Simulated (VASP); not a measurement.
Wanted: the native input for a VASP 6.6.1 run.

```yaml
Task: single point
Functional: PBEsol
Potentials_or_basis: VASP PAW PBE potentials, release 64 (Mg, O)
Cutoff: 520 eV
k_mesh: 9 × 9 × 8
Occupations: gaussian, width 0.05 eV
Spin: no spin polarisation
Dipole_correction: no
Further_INCAR_settings: ALGO = Fast; EDIFF = 1e-06; NBANDS = 11
```

The structure of MgO lies in POSCAR:

```
MgO
1.0
    2.6074935518      0.0000000000      0.0000000000
   -1.3037467759      2.2581556560      0.0000000000
    0.0000000000      0.0000000000      2.6796800000
Mg O
1 1
Direct
    0.0000000000      0.0000000000      0.0000000000
    0.3333333333      0.6666666667      0.5000000000
```

Measurements of this composition are mostly on another form, of space group No. 225.

The cell isn't the ideal one: strain -0.1125 x Voigt [1, 1, 0, 0, 0, 0], atoms carried along.

One way to write it, as run:

INCAR

```
SYSTEM = MgO
  PREC = Accurate
  ENCUT = 520
  EDIFF = 1E-6
  ISMEAR = 0
  SIGMA = 0.05
  LREAL = .False.
  LASPH = .True.
  NELM = 100
  ALGO = Fast
  ISIF = 2
  LWAVE = .False.
  LCHARG = .False.
  GGA = PS
  NBANDS = 11
```

KPOINTS

```
regular mesh
0
Gamma
  9 9 8
  0 0 0
```

Potentials or basis: VASP PAW PBE potentials, release 64 (Mg, O).

The run is started by

```bash
$ cat potpaw_PBE.64/Mg/POTCAR potpaw_PBE.64/O/POTCAR > POTCAR
$ mpirun -np 1 vasp_std > vasp.out
```

It gave:

```
Pressure               : 44.2 GPa
Band gap on the k mesh : 3.66 eV, indirect (least direct gap 4.05 eV)
```

Caveat: so large a pressure means that the cell lies far from this level's equilibrium, or that cutoff or potentials fall short; the potentials were made for another functional, which shifts forces and pressure; an odd mesh through Γ misses points on the zone boundary, where band edges often lie.

It took 8.4 s on 1 thread of Intel(R) Xeon(R) Platinum 8259CL CPU @ 2.50GHz (Skylake/Cascade Lake), on a shared host, peak memory 0.13 GiB.
